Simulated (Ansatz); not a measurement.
# TaC (210): surface energy and levels, part 2 of 2

This session takes TaC and sets out to compute energy, relaxation and work function or band edges of the (210) face.

Ansatz 0.2.0; DFT PBE, scalar-relativistic, plane waves, PAW.

### 5 All atoms of the slab relaxed

Contents of input.yaml:

```yaml
crystal:
  lattice:
    - [4.4752580276, 0.0, 0.0]
    - [-2.2376290138, 5.0034905833, 0.0]
    - [0.0, 0.0, 25.0069811666]
  atoms:
    - { symbol: Ta, position: [0.7, 0.4, 0.2999162494] }
    - { symbol: C, position: [0.2, 0.4, 0.2999162494] }
    - { symbol: Ta, position: [0.4, 0.8, 0.3399329995] }
    - { symbol: C, position: [0.9, 0.8, 0.3399329995] }
    - { symbol: Ta, position: [0.1, 0.2, 0.3799497496] }
    - { symbol: C, position: [0.6, 0.2, 0.3799497496] }
    - { symbol: Ta, position: [0.8, 0.6, 0.4199664998] }
    - { symbol: C, position: [0.3, 0.6, 0.4199664998] }
    - { symbol: Ta, position: [0.5, 0.0, 0.4599832499] }
    - { symbol: C, position: [0.0, 0.0, 0.4599832499] }
    - { symbol: Ta, position: [0.2, 0.4, 0.5] }
    - { symbol: C, position: [0.7, 0.4, 0.5] }
    - { symbol: Ta, position: [0.9, 0.8, 0.5400167501] }
    - { symbol: C, position: [0.4, 0.8, 0.5400167501] }
    - { symbol: Ta, position: [0.6, 0.2, 0.5800335002] }
    - { symbol: C, position: [0.1, 0.2, 0.5800335002] }
    - { symbol: Ta, position: [0.3, 0.6, 0.6200502504] }
    - { symbol: C, position: [0.8, 0.6, 0.6200502504] }
    - { symbol: Ta, position: [0.0, 0.0, 0.6600670005] }
    - { symbol: C, position: [0.5, 0.0, 0.6600670005] }
    - { symbol: Ta, position: [0.7, 0.4, 0.7000837506] }
    - { symbol: C, position: [0.2, 0.4, 0.7000837506] }
basis:
  ecutwfc: 420
kpoints:
  mp_grid: { grid: [9, 7, 1] }
hamiltonian:
  xc: pbe
scf:
  occupations: { method: gaussian, width: 0.1 }
output:
  forces: true
  eigenvalues: true
  write_density: true
  write_potential: true
  elf: true
  volumetric_format: npy
relax:
  adjacent_minimum: "off"
  f_tol: 0.02
  max_steps: 60
efield:
  axis: 3
  dipole_correction: true
  ramp_width: 0.04
```

The run is started by

```bash
$ ansatz run input.yaml --threads 8 --pin off --max-ram 15360MiB --backend cpu --events-out ev --progress --plain --runs-dir out
```

Log:

```text
Warning: crystal.symmetry: narrowed to the stabiliser of the k-point mesh — unitary ops 2 → 1; excluded 1 operation that carries a point of the 9×7×1 mesh (shift [0, 0, 0]) off the mesh (the run samples exactly the mesh kpoints.mp_grid names, as under crystal.symmetry.detect: false, and its converged state has the mesh's symmetry, not the crystal's; ε∞, the Born charges and the force constants of a linear response (`dielectric:` by the response, `phonons.method: dfpt`) are averaged over those of the crystal's operations that the state keeps within a tolerance, where `mesh_tensors`, `unaveraged_element` or `gamma_mean_max_change_ev_ang2` stands beside them; a row that `dielectric.field_direction` solves alone is averaged likewise, with nothing beside; a Γ-centred mesh of equal divisions is mapped onto itself by every operation and keeps the whole group, as does a half-shifted one under kpoints.further_shifts: images)
Warning: RAYON_NUM_THREADS=8 ignored (pool sized by the plan → 8); use --threads N
Engine: ansatz 0.2.0, aarch64-unknown-linux-gnu
Pseudopotentials: kind: paw
Pseudopotential: Ta, paw, valence charge 13, recommended cutoff 420 eV (normal), Ta.paw.azcp
Pseudopotential: C, paw, valence charge 4, recommended cutoff 420 eV (normal), C.paw.azcp
Functional definition: PBE
  parameter kappa = 0.804
  parameter beta = 0.06672455060314922
  exchange = pbe_x(kappa = kappa, mu = beta*pi^2/3)
  correlation = pbe_c(beta = beta)
Crystal: 22 atoms, lattice volume = 559.954 Å³
Basis set: ecut = 420 eV, 10909 PW (Γ), exchange–correlation on 60×80×360 points (8 copies of the dense FFT grid, shifted against one another)
Bands: 116, of which v1, the nominal top of the filled ones, is band 94 counted from 1 (93 counted from 0)
Symmetry: 1 space group operations
k-points: 32 of 63 (time reversal used)
Non-local potential: Ta, projectors of the file, l = 0: 3, l = 1: 2, l = 2: 2, l = 3: 1
Non-local potential: C, projectors of the file, l = 0: 2, l = 1: 2, l = 2: 1
PAW form: soft (Blöchl's): semilocal exchange-correlation on the pseudo side does not see the compensation charge
PAW one-centre angular grid: Ta, 590 points (default); XC on 64 Gauss nodes
PAW one-centre angular grid: C, 110 points (default); XC on 64 Gauss nodes
Initial density: superposition of atomic densities (neutral atoms: chi_scale 0, normalization atom), corrected by the library's trained network
Initial wavefunctions: pseudopotential atomic-orbital guess
Functional: x = pbe(κ = 0.804, μ = 0.2195149727645171), c = pbe(β = 0.06672455060314922)
SCF iter   1: F=—  HF=-112019.544515 eV  |F-HF|=—  |Δ(HF+E_count)|=         —  Δρ=3.42e-3  dr2=1.35e-1  ethr=1.77e-3  p=0.000 e·Å  D=1.32e-13 V/Å  ΔV_dip=-0.00 eV  dr2_dipole=6.31e-7  V_vac-E_F(+/−)=3.85/3.85 eV  ⟨swp⟩=8.8  Hψ=18830  notcnv=0  defer=1
efield: sawtooth ramp at fractional position 0.9800 (placed from the atoms, in the widest stretch of the axis that holds none; the zero of the levels goes with the place), width 0.0400; the density the first Hamiltonian is built on has a dipole p = 0.000 e·Å; the dipole correction subtracts the counter field D = 1.32e-13 V/Å, which shifts the + side's vacuum level by -0.00 eV against the − side's; the planar-averaged density in the ramp window peaks in size at 1.4e-5 e/Å³
preconditioner: auto → LDOS  [metal: Δε(μ)=0.003 eV  Ē_g=7.424 eV  σ=0.100 eV  W_gap=0.02  n_scr=100 (ndim 8)  ℏωp=15.6 eV  f_vac=0.482  D(μ)=11.04/eV (n_scr^D=72)  β→1.0]
SCF iter   2: F=—  HF=-112019.537214 eV  |F-HF|=—  |Δ(HF+E_count)|=   7.30e-3  Δρ=1.40e-3  dr2=2.50e-2  ethr=7.22e-5  p=-0.000 e·Å  D=-2.77e-5 V/Å  ΔV_dip=0.00 eV  dr2_dipole=6.68e-7  V_vac-E_F(+/−)=3.73/3.73 eV  ⟨swp⟩=2.1  Hψ=6709  notcnv=0  defer=21
SCF iter   3: F=—  HF=-112019.535258 eV  |F-HF|=—  |Δ(HF+E_count)|=   1.96e-3  Δρ=4.13e-4  dr2=1.93e-3  ethr=1.34e-5  p=-0.000 e·Å  D=-1.24e-5 V/Å  ΔV_dip=0.00 eV  dr2_dipole=1.27e-7  V_vac-E_F(+/−)=3.71/3.71 eV  ⟨swp⟩=2.1  Hψ=5659  notcnv=0  defer=21
SCF iter   4: F=—  HF=-112019.535032 eV  |F-HF|=—  |Δ(HF+E_count)|=   2.25e-4  Δρ=1.51e-4  dr2=2.66e-4  ethr=1.03e-6  p=-0.000 e·Å  D=-6.09e-6 V/Å  ΔV_dip=0.00 eV  dr2_dipole=1.73e-8  V_vac-E_F(+/−)=3.69/3.69 eV  ⟨swp⟩=3.1  Hψ=6554  notcnv=0  defer=21
SCF iter   5: F=—  HF=-112019.535033 eV  |F-HF|=—  |Δ(HF+E_count)|=   6.34e-7  Δρ=4.75e-5  dr2=2.40e-5  ethr=1.42e-7  p=-0.000 e·Å  D=-1.96e-6 V/Å  ΔV_dip=0.00 eV  dr2_dipole=7.72e-12  V_vac-E_F(+/−)=3.67/3.67 eV  ⟨swp⟩=2.4  Hψ=5676  notcnv=0  defer=21
SCF iter   6: F=-112019.535032 eV  HF=-112019.535033 eV  |F-HF|=1.10e-6  |Δ(HF+E_count)|=   8.45e-8  Δρ=1.38e-5  dr2=3.61e-6  ethr=5.35e-9  p=-0.000 e·Å  D=-5.69e-7 V/Å  ΔV_dip=0.00 eV  dr2_dipole=1.71e-10  V_vac-E_F(+/−)=3.67/3.67 eV  ⟨swp⟩=28.4  Hψ=42853  notcnv=0
SCF 1 converged in 6 iterations: F = -112019.535032 eV  dr2 = 3.61e-6
relax step   1: F+E_penalty+E_count = -112019.53503192 eV  Δ(F+E_penalty+E_count) = +0.000e0 eV  max|allowed force component| = 3.939e0 eV/Å  Δτ_max = 0.0000 Å  (6 SCF iters, dr2 threshold 1.00e-5 eV, accepted)
[... from here on, the SCF cycles and remarks between the steps are left out ...]
relax step   2: F+E_penalty+E_count = -112021.15390802 eV  Δ(F+E_penalty+E_count) = -1.619e0 eV  max|allowed force component| = 8.989e-1 eV/Å  Δτ_max = 0.1949 Å  (6 SCF iters, dr2 threshold 1.00e-4 eV, accepted)
relax step   3: F+E_penalty+E_count = -112021.43908871 eV  Δ(F+E_penalty+E_count) = -2.852e-1 eV  max|allowed force component| = 6.303e-1 eV/Å  Δτ_max = 0.0866 Å  (5 SCF iters, dr2 threshold 5.05e-5 eV, accepted)
relax step   4: F+E_penalty+E_count = -112021.44523331 eV  Δ(F+E_penalty+E_count) = -6.145e-3 eV  max|allowed force component| = 4.990e-1 eV/Å  Δτ_max = 0.0924 Å  (5 SCF iters, dr2 threshold 2.48e-5 eV, accepted)
relax step   5: F+E_penalty+E_count = -112021.50703905 eV  Δ(F+E_penalty+E_count) = -6.181e-2 eV  max|allowed force component| = 8.870e-2 eV/Å  Δτ_max = 0.0371 Å  (5 SCF iters, dr2 threshold 1.00e-4 eV, accepted)
relax step   6: F+E_penalty+E_count = -112021.51023900 eV  Δ(F+E_penalty+E_count) = -3.200e-3 eV  max|allowed force component| = 5.068e-2 eV/Å  Δτ_max = 0.0134 Å  (5 SCF iters, dr2 threshold 4.92e-7 eV, accepted)
relax step   7: F+E_penalty+E_count = -112021.51077109 eV  Δ(F+E_penalty+E_count) = -5.321e-4 eV  max|allowed force component| = 1.446e-2 eV/Å  Δτ_max = 0.0048 Å  (5 SCF iters, accepted)
WARN: The output density's exchange-correlation potential varies sharply where the density is thin. Do not read a vacuum level from v_tot or v_xc, or from such a field of the output density. On a cell that repeats whose density bears no net charge and no dipole along the vacuum's axis use v_es (v_loc + v_h of the components); under efield.dipole_correction with no amplitude use v_es + v_field, which holds any external_charges[].barrier, or the levels of the report's work_function block, which leave it out; under a non-zero efield.amplitude the vacuum is tilted and has no level; on a cell that repeats and bears such a dipole with no correction it is tilted too, and efield.dipole_correction with no amplitude gives each side of its ramp a level where efield: is served; in a cell that repeats whose density bears a net charge (total_charge, or a fill off its count) it is curved and has none; of a slab under crystal.periodic whose density bears no net charge use v_es, which has a level on each side, short of where the two are joined; of another it falls or rises all the way out and has none; of a slab beside external_charges read slab_vacuum_level instead, which it has where they leave it neutral. The grid or the basis barely resolves most such structure, and the values can differ between equally converged runs; as a rule a tighter scf.convergence.dr2_threshold does not remove it. Where the density itself ripples (under the LDA too) a higher basis.ecutwfc lessens it. The files hold the spikes' plane waves up to the density's cutoff. Files: v_tot_of_output_density and the like, and their columns of v_z.tsv (output.write_potential); v_xc_of_output_density and the like, and their columns of v_comp_z.tsv (output.write_potential_components). Measured: with its Gaussian average of σ = 0.25 Å subtracted twice, the exchange-correlation potential is over 0.1 eV at 38 of the grid points where the equally averaged density (valence and model cores) is under 1e-3 e/Å³, and 0.126 eV at the most among them, at an averaged density of 3.5e-8 e/Å³. The input density's (outcome.potential() and, of a run that writes arrays, v_tot and v_xc) is over 0.1 eV, so measured, at 181 points of its own thin density, 0.157 eV at the most. See output.write_potential in the manual, Limitations
SCF converged after 5 iterations
Free energy (F): -112021.510771 eV
Harris-Foulkes:  -112021.510771 eV  (|F-HF|=9.68e-8)
Internal energy: -112021.469436 eV  (E = F + TS)
E sigma→0 (E₀):  -112021.490104 eV
Entropy (-TS):   -0.041335 eV (-1.879 meV/atom)
Fermi energy:    6.494963 eV
Dipole field:    D = 0.000000 V/Å  (p = 0.000000 e·Å, saw-weighted, corrected)
Work function:   Φ+ = 3.8319 eV   Φ− = 3.8319 eV
Levels:          The Fermi level and band energies are counted from a zero that moves with the ramp; work functions are not
--- Per-component energies (eV) ---
  E_band       = -3180.221680
  E_kinetic    = 4998.626949
  E_local      = -193836.697515  (includes V_loc(G=0)·N_el)
  E_nonlocal   = 453.435552
  E_hartree    = 94713.802556
  E_xc         = -2936.669674
  E_vxc        = -2906.153464  (∫ρ·V_xc dr)
  E_paw        = -93453.391912  (= ΣΔE_a)
  E_vpaw       = -1317.043581  (= ΣTr[D̂ρ^β])
  E_aug_tail   = 0.001810  (compensation charges beyond the density's cutoff)
  E_efield     = 0.000000  (sawtooth field / dipole correction)
  E_vefield    = 0.000000  (∫n·V_field dr)
  E_ewald      = 78039.422799
  E_smearing   = -0.041335  (= −TS)
  E_closure    = -0.000000  (closes the sum)
  Σ components = -112021.510771   (vs F -112021.510771, Δ=0.00e0)
--- Forces (eV/Å), atoms counted from 1 ---
  atom   1  Ta     0.00073109    -0.00201760    -0.00789831
  atom   2  C     -0.00112161    -0.00005769     0.01045508
  atom   3  Ta     0.00060966     0.00771981    -0.00367790
  atom   4  C      0.00006077    -0.01445592     0.00766730
  atom   5  Ta    -0.00013153     0.00313263     0.00284386
  atom   6  C      0.00027882     0.00092246     0.00665544
  atom   7  Ta    -0.00045331     0.00694273     0.01334375
  atom   8  C      0.00022975     0.00391019    -0.00290086
  atom   9  Ta    -0.00021994    -0.00146278    -0.00692017
  atom  10  C      0.00013980     0.00160307     0.00620646
  atom  11  Ta     0.00000002     0.00000029    -0.00000003
  atom  12  C     -0.00000003    -0.00000029    -0.00000015
  atom  13  Ta     0.00021992     0.00146272     0.00692019
  atom  14  C     -0.00013976    -0.00160271    -0.00620607
  atom  15  Ta     0.00045329    -0.00694322    -0.01334384
  atom  16  C     -0.00022975    -0.00391063     0.00290050
  atom  17  Ta     0.00013155    -0.00313207    -0.00284386
  atom  18  C     -0.00027884    -0.00092190    -0.00665534
  atom  19  Ta    -0.00060963    -0.00772036     0.00367752
  atom  20  C     -0.00006077     0.01445595    -0.00766785
  atom  21  Ta    -0.00073106     0.00201737     0.00789881
  atom  22  C      0.00112158     0.00005766    -0.01045422
  max |Σ_I F_I| component: 3.17e-7 eV/Å
--- Band table (eV; the first three rows and the last of 32) ---
  k-point 0: bands = ["-62.3338", "-62.2744", "-62.2684", "-62.2041", "-62.2007", "-62.1110", "-62.1109", "-61.8990", "-61.8990", "-61.7295", "-61.7295", "-29.1444", "-29.0606", "-29.0225", "-29.0217", "-29.0110", "-28.9706", "-28.9367", "-28.8955", "-28.8819", "-28.8468", "-28.8358", "-28.8233", "-28.7525", "-28.7459", "-28.7410", "-28.6980", "-28.6839", "-28.6556", "-28.6422", "-28.6002", "-28.5824", "-28.5328", "-28.5277", "-28.4743", "-28.4721", "-28.4708", "-28.4694", "-28.4271", "-28.4074", "-28.2300", "-28.2285", "-28.0579", "-28.0578", "-7.8508", "-6.9422", "-6.0283", "-5.7682", "-5.3817", "-5.2783", "-5.1446", "-4.9307", "-4.8973", "-3.8495", "-3.8477", "0.0503", "0.2856", "0.3651", "0.6294", "1.0256", "1.2039", "1.3923", "1.4980", "1.4986", "1.5597", "1.6650", "1.7693", "1.8771", "1.9066", "2.0043", "2.0507", "2.0751", "2.3677", "2.4851", "2.6867", "2.8692", "3.1243", "3.1401", "3.1480", "3.3493", "3.5350", "3.9765", "3.9808", "4.0343", "4.4977", "4.6703", "4.7078", "5.1507", "5.3102", "5.4038", "5.5015", "5.5061", "5.6978", "5.9397", "6.0612", "6.6103", "7.0420", "7.0434", "7.1966", "7.5225", "7.5245", "7.6291", "7.6872", "7.7466", "7.9411", "8.2467", "8.3797", "8.3930", "8.5113", "9.0145", "9.0522", "9.1508", "9.1970", "9.2648", "9.3003", "9.3809"]
[... 3 lines left out ...]
--- Relaxed structure (7 steps of the walk, 7 accepted, 0 SCFs on fresh bases) ---
  F+E_penalty+E_count = -112021.51077109 eV   max|allowed force component| = 1.446e-2 eV/Å
  atoms:
    - { symbol: Ta, position: [0.7077505040714199, 0.4158223517023791, 0.3076527870395082] }
    - { symbol: C, position: [0.20641552881907552, 0.41292776527097674, 0.29769943530562254] }
    - { symbol: Ta, position: [0.38886047279533514, 0.7780353418437915, 0.3445113839105516] }
    - { symbol: C, position: [0.8933013336247566, 0.7868522031842349, 0.339007009072203] }
    - { symbol: Ta, position: [0.08644452655356955, 0.17330303770496083, 0.37491283619239874] }
    - { symbol: C, position: [0.5999907859691809, 0.20013218406001287, 0.3786429736637796] }
    - { symbol: Ta, position: [0.7977267651879161, 0.5956580256602487, 0.4224353339389615] }
    - { symbol: C, position: [0.29855942270922026, 0.5972578713406078, 0.41970807881812955] }
    - { symbol: Ta, position: [0.5072757710649215, 0.014688620267266918, 0.4582148136084469] }
    - { symbol: C, position: [-0.0011105892672801996, -0.002247083054243017, 0.4594534247362993] }
    - { symbol: Ta, position: [0.1999999971516976, 0.39999999466371605, 0.5000000002653276] }
    - { symbol: C, position: [0.700000001209041, 0.40000000347002884, 0.5000000007222626] }
    - { symbol: Ta, position: [0.8927242302260135, 0.7853113829411107, 0.5417851867413663] }
    - { symbol: C, position: [0.4011105872312656, 0.8022470789091118, 0.5405465742534569] }
    - { symbol: Ta, position: [0.60227323638258, 0.20434197687930036, 0.5775646666046129] }
    - { symbol: C, position: [0.10144057980109006, 0.2027421330138078, 0.5802919224552883] }
    - { symbol: Ta, position: [0.31355547167907444, 0.6266969588632983, 0.625087162684681] }
    - { symbol: C, position: [0.800009212123055, 0.5998678112632372, 0.6213570252401015] }
    - { symbol: Ta, position: [0.011139527778118495, 0.02196465998097083, 0.6554886171189881] }
    - { symbol: C, position: [0.506698664482694, 0.013147793550992435, 0.6609929934291897] }
    - { symbol: Ta, position: [0.6922494965777243, 0.38417765055336356, 0.6923472118278006] }
    - { symbol: C, position: [0.19358447382953153, 0.3870722379308267, 0.7023005623710232] }
```

Wall time 5.2 min (8 threads of Arm Neoverse V2, shared host); peak memory 3.4 GiB.

The steps of the relaxation:

```csv
step,energy from step 1 (eV/cell),largest force component (eV/Å)
1,0.0000,3.9385
2,-1.6189,0.8989
3,-1.9041,0.6303
4,-1.9102,0.4990
5,-1.9720,0.0887
6,-1.9752,0.0507
7,-1.9757,0.0145
```

Step 1 is the start.

Read from this run: work function 3.83 eV.

Plane-averaged electrostatic potential energy of an electron across the slab, counted from the Fermi level:

(z (Å), V (eV)): (1.67, 3.83), (2.22, 3.83), (2.50, 3.83), (3.06, 3.83), (3.33, 3.83), (3.89, 3.83), (4.45, 3.82), (4.72, 3.81), (5.28, 3.76), (5.56, 3.68), (6.11, 3.22), (6.67, 1.22), (6.95, -1.71), (7.50, -9.39), (7.78, -10.68), (8.34, -13.32), (8.61, -14.22), (9.17, -13.73), (9.72, -11.31), (10.00, -10.09), (10.56, -12.78), (10.84, -12.59), (11.39, -13.30), (11.95, -11.28), (12.23, -11.82), (12.78, -11.82), (13.06, -11.28), (13.61, -13.30), (14.17, -12.59), (14.45, -12.78), (15.00, -10.09), (15.28, -11.31), (15.84, -13.73), (16.39, -14.22), (16.67, -13.32), (17.23, -10.68), (17.50, -9.39), (18.06, -1.71), (18.34, 1.22), (18.89, 3.22), (19.45, 3.68), (19.73, 3.76), (20.28, 3.81), (20.56, 3.82), (21.12, 3.83), (21.67, 3.83), (21.95, 3.83), (22.51, 3.83), (22.78, 3.83), (23.34, 3.83)

Density in a lattice plane of the grid's cell (edges 4.48 and 25.01 Å, at 0.400 of the third edge), which holds Ta and C.

Ten even steps from ' ' (0.00 e/Å³) to '@' (4.16 e/Å³):
```
            
            
            
            
            
..==::::@@##
        ..  
        ..  
        ..  
::%%%%..==::
        ..  
        ..  
        ..  
..==::::@@##
            
            
            
            
            
            
```
Columns run along the first of these edges and rows up along the second, over one cell in 6 and 20 even steps from the bottom left corner. Atoms in the plane (fractional): Ta at (0.71, 0.31), C at (0.21, 0.30), Ta at (0.20, 0.50), C at (0.70, 0.50), Ta at (0.69, 0.69), C at (0.19, 0.70).

ELF in the same plane.

Ten even steps from '0' (0.00) to '9' (0.79):
```
000000
000000
000000
000000
788301
829438
333232
343232
333333
418619
333333
243232
333232
819438
788301
000000
000000
000000
000000
000000
```
Columns run along the first of these edges and rows up along the second, over one cell in 6 and 20 even steps from the bottom left corner. Atoms in the plane (fractional): Ta at (0.71, 0.31), C at (0.21, 0.30), Ta at (0.20, 0.50), C at (0.70, 0.50), Ta at (0.69, 0.69), C at (0.19, 0.70).

Both are smooth fields of the valence electrons: close to the nuclei they are not physical.

Maxima of ELF outside the ion cores: 0.87 beside C, off the lines to its neighbours, 0.8 Å from C; 0.80 in the shell around C, 0.7 Å from C.

### 6 What the (210) slab gives

The surface energy is (E_slab − N·E_bulk) / 2A, with N = 22 atoms and A = 22.39 Å².

|  | as cut | relaxed |
| --- | --- | --- |
| surface energy, mean of both faces | 3.10 J/m² | 2.39 J/m² |
| work function | 3.66 eV | 3.83 eV |
| dipole along +c (e·Å/cell) | 0.000 | 0.000 |

How the layers moved (bottom to top):

```csv
plane,atoms,"spacing to the next, as cut (Å)",relaxed (Å),change (%),rumpling (Å)
1,TaC,1.001,0.977,-2.3,0.249
2,TaC,1.001,0.876,-12.5,0.138
3,TaC,1.001,1.108,+10.7,0.093
4,TaC,1.001,0.944,-5.6,0.068
5,TaC,1.001,1.029,+2.9,0.031
6,TaC,1.001,1.029,+2.9,0.000
7,TaC,1.001,0.944,-5.6,0.031
8,TaC,1.001,1.108,+10.7,0.068
9,TaC,1.001,0.876,-12.5,0.093
10,TaC,1.001,0.977,-2.3,0.138
11,TaC,,,,0.249
```

### 7 Results

What follows sums up all 2 parts.

```
                                  quantity      value
surface energy, (210), cut with TaC on top  2.39 J/m²
 work function, (210), cut with TaC on top    3.83 eV
```

What this shows: The outermost spacing at the top of (210) contracts by 2.3 %, and relaxation gains 0.709 J/m² a face. Another spacing, gap 2 from the bottom, changes more, by -12.5 %. The top plane rumples by 0.25 Å. Spin-orbit coupling is left out for Ta.
